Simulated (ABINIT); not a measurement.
HgTe (Coloradoite):

```xyz
2
Lattice="0.0000 3.2145 3.2145 3.2145 0.0000 3.2145 3.2145 3.2145 0.0000" Properties=species:S:1:pos:R:3 pbc="T T T"
Hg    0.0000    0.0000    0.0000
Te    4.8217    4.8217    4.8217
```

* Program: ABINIT 10.8.3 (patched build)
* Task: single point
* Functional: PBEsol
* Potentials or basis: PseudoDojo NC SR PBEsol v0.4.1 standard
* Cutoff: 1088 eV
* k mesh: 7 × 7 × 7
* Occupations: fermi-dirac, width 0.05 eV
* Spin: no spin polarisation

On this cell: pressure 1.8 GPa; largest force zero by symmetry; band gap on the k mesh none (metal or under the smearing width).

The same run follows on a disturbed copy (atoms moved at random, drawn with an rms of 0.05 Å):

```
Hg Te
1.0
     0.00000    3.21450    3.21450
     3.21450    0.00000    3.21450
     3.21450    3.21450    0.00000
Hg Te
1 1
Direct
  0.99737 0.00315 0.99558
  0.74873 0.75226 0.74921
```

Question: What changes?

Answer: The energy (extrapolated to zero smearing) moves by +0.3 meV/atom; pressure 1.8 GPa; largest force 0.076 eV/Å; band gap on the k mesh none (metal or under the smearing width).

Forces in eV/Å, atoms in the order of the input:
```
Hg   0.037  0.066  0.009
Te  -0.037 -0.066 -0.009
```

Stress tensor (GPa, compression positive):
```
1.83 0.03 0.25
0.03 1.83 0.14
0.25 0.14 1.83
```
